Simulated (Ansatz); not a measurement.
Ge:

```
Ge
1.0
     1.48805   -2.59469    0.00000
     1.48805    2.59469    0.00000
     0.00000    0.00000    4.72760
Ge
2
Direct
  0.33345 0.66655 0.25000
  0.66655 0.33345 0.75000
```

This isn't the form of Ge at room conditions, which is diamond.

Base run:

```yaml
Program: Ansatz 0.2.0
Functional: LDA
Potentials_or_basis: all-electron LAPW, scalar-relativistic
Cutoff: 200 eV (chosen from the basis error)
Basis_error_allowed: 0.001 eV/atom
k_mesh: 10 × 10 × 6
Occupations: gaussian, width 0.1 eV
Spin: no spin polarisation
```

Its results: band gap on the k mesh none (metal or under the smearing width); pressure -1.2 GPa.

The run is repeated on the same cell with these changes: functional from LDA to PBEsol; occupations from gaussian, width 0.1 eV to gaussian, width 0.02 eV. What comes out?

Band gap on the k mesh none (metal or under the smearing width); pressure 0.5 GPa.
